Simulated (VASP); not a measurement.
# Ru (P6_3/mmc) in VASP: a series of runs

One crystal, Ru, is run at these levels: PBE, RPBE, revPBE, BLYP; tasks: single point, relaxation of cell and atoms.

Everything below comes from runs of VASP 6.6.1. Logs are shortened: lines on timing, memory, paths and dates and some standing lists are left out, and cuts for length are marked.

## 1. The crystal as given

The structure is hexagonal, space group P6_3/mmc (No. 194). Conventional cell: a = 2.706 Å, b = 2.706 Å, c = 4.282 Å, α = 90.00°, β = 90.00°, γ = 120.00°. Ru (site symmetry -6m2) is surrounded by 12 Ru at 2.65 to 2.71 Å.

## 2. Single point, PBE

Contents of INCAR:

```
SYSTEM = Ru
  PREC = Accurate
  ENCUT = 520
  EDIFF = 1E-6
  ISMEAR = 0
  SIGMA = 0.011
  LREAL = .FALSE.
  LASPH = .TRUE.
  NELM = 80
  ALGO = Normal
  ISIF = 2
  LWAVE = .FALSE.
  LCHARG = .FALSE.
  GGA = PE
```

Contents of KPOINTS:

```
Automatic mesh
0
G
  11 11 6
  0 0 0
```

Contents of POSCAR:

```
Ru
1.0
    2.7058000000      0.0000000000      0.0000000000
   -1.3529000000      2.3432915376      0.0000000000
    0.0000000000      0.0000000000      4.2819000000
Ru
2
Direct
    0.6666666667      0.3333333333      0.7500000000
    0.3333333333      0.6666666667      0.2500000000
```

Potentials or basis: VASP PAW PBE potentials, release 64 (Ru_pv).

The run is started by

```bash
$ cat potpaw_PBE.64/Ru_pv/POTCAR > POTCAR
$ mpirun -np 1 vasp_std > vasp.out
```

OUTCAR:

```text
SYSTEM = Ru
   PREC = Accurate
   ENCUT = 520
   EDIFF = 1E-6
   ISMEAR = 0
   LREAL = .FALSE.
   LASPH = .TRUE.
   NELM = 80
   ISIF = 2
   GGA = PE

 ion  position               nearest neighbor table
   1  0.667  0.333  0.750-   2 2.65   2 2.65   2 2.65   2 2.65   2 2.65   2 2.65
   2  0.333  0.667  0.250-   1 2.65   1 2.65   1 2.65   1 2.65   1 2.65   1 2.65

  LATTYP: Found a hexagonal cell.
 ALAT       =     2.7058000000
 C/A-ratio  =     1.5824894671

  Lattice vectors:

 A1 = (   2.7058000000,   0.0000000000,   0.0000000000)
 A2 = (  -1.3529000000,   2.3432915376,   0.0000000000)
 A3 = (   0.0000000000,   0.0000000000,   4.2819000000)

Analysis of symmetry for initial positions (statically):
=====================================================================
 Subroutine PRICEL returns:
 Original cell was already a primitive cell.

 Routine SETGRP: Setting up the symmetry group for a
 hexagonal supercell.

 Subroutine GETGRP returns: Found 24 space group operations
 (whereof 12 operations were pure point group operations)
 out of a pool of 24 trial point group operations.

The static configuration has the point symmetry D_3d.
 The point group associated with its full space group is D_6h.

Analysis of symmetry for dynamics (positions and initial velocities):
=====================================================================
 Subroutine PRICEL returns:
 Original cell was already a primitive cell.

 Routine SETGRP: Setting up the symmetry group for a
 hexagonal supercell.

 Subroutine GETGRP returns: Found 24 space group operations
 (whereof 12 operations were pure point group operations)
 out of a pool of 24 trial point group operations.

The dynamic configuration has the point symmetry D_3d.
 The point group associated with its full space group is D_6h.

 Subroutine INISYM returns: Found 24 space group operations
 (whereof 12 operations are pure point group operations),
 and found     1 'primitive' translations

----------------------------------------------------------------------------------------

                                     Primitive cell

  volume of cell :      27.1493

  direct lattice vectors                    reciprocal lattice vectors
     2.705800000  0.000000000  0.000000000     0.369576465  0.213375072  0.000000000
    -1.352900000  2.343291538  0.000000000     0.000000000  0.426750144  0.000000000
     0.000000000  0.000000000  4.281900000     0.000000000  0.000000000  0.233541185

  length of vectors
     2.705800000  2.705800000  4.281900000     0.426750144  0.426750144  0.233541185

  position of ions in fractional coordinates (direct lattice)
     0.666666667  0.333333333  0.750000000
     0.333333333  0.666666667  0.250000000

  ion indices of the primitive-cell ions
   primitive index   ion index
                 1           1
                 2           2

----------------------------------------------------------------------------------------

 KPOINTS: Automatic mesh

Automatic generation of k-mesh.
 Grid dimensions read from file:
 generate k-points for:   11   11    6

 Generating k-lattice:

  Cartesian coordinates                     Fractional coordinates (reciprocal lattice)
     0.033597860  0.019397734  0.000000000     0.090909091  0.000000000  0.000000000
     0.000000000  0.038795468  0.000000000     0.000000000  0.090909091  0.000000000
     0.000000000  0.000000000  0.038923531     0.000000000  0.000000000  0.166666667

  Length of vectors
     0.038795468  0.038795468  0.038923531

  Shift w.r.t. Gamma in fractional coordinates (k-lattice)
     0.000000000  0.000000000  0.000000000

 Subroutine IBZKPT returns following result:
 ===========================================

 Found     64 irreducible k-points:

 Following reciprocal coordinates:
            Coordinates               Weight
  0.000000  0.000000  0.000000      1.000000
  0.090909  0.000000  0.000000      6.000000
  0.181818  0.000000  0.000000      6.000000
  0.272727  0.000000  0.000000      6.000000
  0.363636  0.000000  0.000000      6.000000
  0.454545  0.000000  0.000000      6.000000
[... 16 lines left out ...]
  0.090909  0.090909  0.166667     12.000000
  0.181818  0.090909  0.166667     24.000000
 [... further k-points ...]
   k-points           NKPTS =     64   k-points in BZ     NKDIM =     64   number of bands    NBANDS=     18
   number of dos      NEDOS =    301   number of ions     NIONS =      2
   total plane-waves  NPLWV =  12800
   dimension x,y,z NGX =    20 NGY =   20 NGZ =   32
   dimension x,y,z NGXF=    40 NGYF=   40 NGZF=   64
   ions per type =               2
   NGX,Y,Z   is equivalent  to a cutoff of  12.29, 12.29, 12.42 a.u.
   NGXF,Y,Z  is equivalent  to a cutoff of  24.58, 24.58, 24.85 a.u.
 SYSTEM =  Ru
   PREC   = accura    normal or accurate (medium, high low for compatibility)
   ISTART =      0    job   : 0-new  1-cont  2-samecut
   ICHARG =      2    charge: 1-file 2-atom 10-const
   ISPIN  =      1    spin polarized calculation?
   LNONCOLLINEAR =      F non collinear calculations
   LSORBIT =      F    spin-orbit coupling
   LASPH  =      T    aspherical Exc in radial PAW
   ENCUT  =  520.0 eV  38.22 Ry    6.18 a.u.   5.03  5.03  7.96*2*pi/ulx,y,z
   NELM   =     80;   NELMIN=  2; NELMDL= -5     # of ELM steps
   EDIFF  = 0.1E-05   stopping-criterion for ELM
   LREAL  =      F    real-space projection
   EDIFFG = 0.1E-04   stopping-criterion for IOM
   NSW    =      0    number of steps for IOM
   IBRION =     -1    ionic relax: 0-MD 1-quasi-New 2-CG
   NFREE  =      0    steps in history (QN), initial steepest desc. (CG)
   ISIF   =      2    stress and relaxation
   ISYM   =      2    0-nonsym 1-usesym 2-fastsym
   POTIM  = 0.5000    time-step for ionic-motion
   TEBEG  =    0.0;   TEEND  =   0.0 temperature during run
   PSTRESS=    0.0 pullay stress
   NELECT =      28.0000    total number of electrons
   NUPDOWN=      -1.0000    fix difference up-down
   EMIN   =  10.00;   EMAX   =-10.00  energy-range for DOS
   EFERMI =   0.00;   METHOD = LEGACY
   ISMEAR =     0;   SIGMA  =   0.01  broadening in eV -4-tet -1-fermi 0-gaus
   EFERMI_NEDOS =   21; number of points for ismear=-14 and -15
   IALGO  =     38    algorithm
   IMIX   =      4    mixing-type and parameters
     AMIX     =   0.40;   BMIX     =  1.00
     AMIX_MAG =   1.60;   BMIX_MAG =  1.00
  volume/ion in A,a.u.               =      13.57        91.61
  Fermi-wavevector in a.u.,A,eV,Ry     =   1.654022  3.125649 37.222674  2.735789
  Thomas-Fermi vector in A             =   2.742361
   LORBIT       =      0    0 simple, 1 ext, 2 COOP (PROOUT), +10 PAW based schemes
   GGA     = PE    functional components
   LHFCALC =     F    Hartree Fock is set to
   AEXX    =    0.0000 exact exchange contribution
   IVDW    =     0    specifies the selected vdW correction
   LEPSILON=     F    determine dielectric tensor
   LRPA    =     F    only Hartree local field effects (RPA)
 non-spin polarized calculation
 Gauss-broadening in eV      SIGMA  =   0.01
  energy-cutoff  :      520.00
  volume of cell :       27.15
 maximum number of plane-waves:       744
 NGX is ok and might be reduce to    20
   NGX =  9   NGY =  9   NGZ = 15

 number of electron      28.0000008 magnetization

 Free energy of the ion-electron system (eV)
  ---------------------------------------------------
  ext. energy  EPLUGINS =         0.00000000
  ---------------------------------------------------
  free energy    TOTEN  =       -18.45024626 eV

  energy without entropy =      -18.44971548  energy(sigma->0) =      -18.44998087

 E-fermi :  12.7946     XC(G=0): -14.1201

 val. band max:       12.7595838649   @ k =   0.2727   0.0000   0.0000
 cond. band min:      12.7954650878   @ k =   0.2727   0.1818   0.1667
 fundamental gap:      0.0358812229
 Fermi energy:        12.7946007679

 k-point     1 :       0.0000    0.0000    0.0000
  band No.  band energies     occupation
      1     -30.8018      2.00000
      2     -29.8679      2.00000
      3     -29.8679      2.00000
      4     -29.6977      2.00000
      5     -29.6977      2.00000
      6     -29.6575      2.00000
[... 10 lines left out ...]
     17      14.0288      0.00000
     18      14.1365      0.00000

 k-point     2 :       0.0909    0.0000    0.0000
  band No.  band energies     occupation
      1     -30.7737      2.00000
      2     -29.9272      2.00000
      3     -29.8879      2.00000
      4     -29.7595      2.00000
      5     -29.7059      2.00000
      6     -29.6706      2.00000
[... 10 lines left out ...]
     17      14.1406      0.00000
     18      16.2014      0.00000

 k-point     3 :       0.1818    0.0000    0.0000
  band No.  band energies     occupation
      1     -30.6941      2.00000
      2     -30.0866      2.00000
      3     -29.9396      2.00000
      4     -29.9215      2.00000
      5     -29.7294      2.00000
      6     -29.7100      2.00000
[... 10 lines left out ...]
     17      14.3679      0.00000
     18      18.4974      0.00000

 k-point     4 :       0.2727    0.0000    0.0000
  band No.  band energies     occupation
      1     -30.5762      2.00000
      2     -30.2952      2.00000
      3     -30.1256      2.00000
      4     -30.0043      2.00000
      5     -29.7749      2.00000
      6     -29.7627      2.00000
[... 375 lines left out ...]
      4     -30.0764      2.00000
      5     -29.9103      2.00000
      6     -29.8334      2.00000
[... 10 lines left out ...]
     17      15.8436      0.00000
     18      19.1435      0.00000

 k-point    23 :       0.0909    0.0909    0.1667
  band No.  band energies     occupation
      1     -30.6635      2.00000
      2     -30.0036      2.00000
      3     -29.9591      2.00000
      4     -29.8823      2.00000
      5     -29.7444      2.00000
      6     -29.7227      2.00000
[... 10 lines left out ...]
     17      14.2199      0.00000
     18      16.8528      0.00000

 k-point    24 :       0.1818    0.0909    0.1667
  band No.  band energies     occupation
      1     -30.5938      2.00000
      2     -30.1634      2.00000
      3     -30.1152      2.00000
      4     -29.9600      2.00000
      5     -29.7899      2.00000
      6     -29.7573      2.00000
[... 10 lines left out ...]
     17      14.3499      0.00000
     18      18.4801      0.00000

 [... further k-points ...]
[... 5 lines left out ...]
  --------------------------------------------------------------------------------------
  -------------------------------------------------------------------------------------
  Total        0.7348589      0.7348589      0.7823378      0.0000000      0.0000000      0.0000000
  in kB       43.3666649     43.3666649     46.1685624      0.0000000      0.0000000      0.0000000
  external PRESSURE =      44.3006307 kB  Pullay stress =       0.0000000 kB

 VOLUME and BASIS-vectors are now :
 -----------------------------------------------------------------------------
  energy-cutoff  :      520.00
  volume of cell :       27.15
      direct lattice vectors                 reciprocal lattice vectors
     2.705800000  0.000000000  0.000000000     0.369576465  0.213375072  0.000000000
    -1.352900000  2.343291538  0.000000000     0.000000000  0.426750144  0.000000000
     0.000000000  0.000000000  4.281900000     0.000000000  0.000000000  0.233541185

 POSITION                                       TOTAL-FORCE (eV/Angst)
 -----------------------------------------------------------------------------------
      1.35290      0.78110      3.21143         0.000000     -0.000000      0.000000
     -0.00000      1.56219      1.07048        -0.000000      0.000000      0.000000
 -----------------------------------------------------------------------------------
    total drift:                               -0.000000      0.000000     -0.000000

  FREE ENERGIE OF THE ION-ELECTRON SYSTEM (eV)
  ---------------------------------------------------
  free  energy   TOTEN  =       -18.4502462616 eV

  energy  without entropy=      -18.4497154804  energy(sigma->0) =      -18.44998087
```

It took 24 s on 1 thread of Intel Xeon Platinum 8488C (Sapphire Rapids), shared host; peak memory 0.15 GiB.

Results:

```
Free energy            : -18.4502 eV
Pressure               : 4.4 GPa
Band gap on the k mesh : none (metal or under the smearing width)
```

Levels at points of the mesh, in eV from the Fermi level:
| k point | band 11 | band 12 | band 13 | band 14 | band 15 | band 16 | band 17 | band 18 |
| --- | --- | --- | --- | --- | --- | --- | --- | --- |
| (0.00, 0.00, 0.00) | -2.37 | -1.86 | -1.86 | -1.34 | -1.34 | 1.23 | 1.23 | 1.34 |
| (0.00, 0.00, 0.50) | -2.71 | -2.71 | -2.66 | -2.66 | 0.60 | 0.60 | 0.60 | 0.60 |

(Part 1 of 2 ends here.)
